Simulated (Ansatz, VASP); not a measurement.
# Two plane-wave programs on ZrC

```
Zr C
1.0
     3.32224    0.00000    0.00000
    -1.66112    2.87715    0.00000
     0.00000    0.00000    5.18206
Zr C
2 2
Direct
  0.66667 0.33333 0.75000
  0.33333 0.66667 0.25000
  0.00000 0.00000 0.50000
  0.00000 0.00000 0.00000
```

The cell comes from a database or a generator and needn't be the stable form of this composition.

Alike in both runs: task single point; functional LDA; k mesh 9 × 9 × 5; occupations fermi-dirac, width 0.05 eV; no spin polarisation.

```csv
,VASP,Ansatz
version,VASP 6.6.1,Ansatz 0.2.0
potentials or method,"VASP PAW LDA potentials, release 64 (Zr_sv, C)",Ansatz PAW
plane-wave cutoff (eV),520,420
valence electrons in the cell,32,32
```

|  | VASP | Ansatz | Ansatz less VASP |
| --- | --- | --- | --- |
| gap on the k mesh at the Fermi level (eV) | none | none | - |
| pressure (GPa) | 2.7 | 2.0 | -0.67 |
| largest component of the traceless stress (GPa) | 1.07 | 1.11 | +0.049 |

A gap of «none» marks a metal or a gap that the smearing closes.

Caveats: the PAW data sets come from PBE, with cores solved anew for the run's functional, which leaves a small shift of forces and pressure (Ansatz).
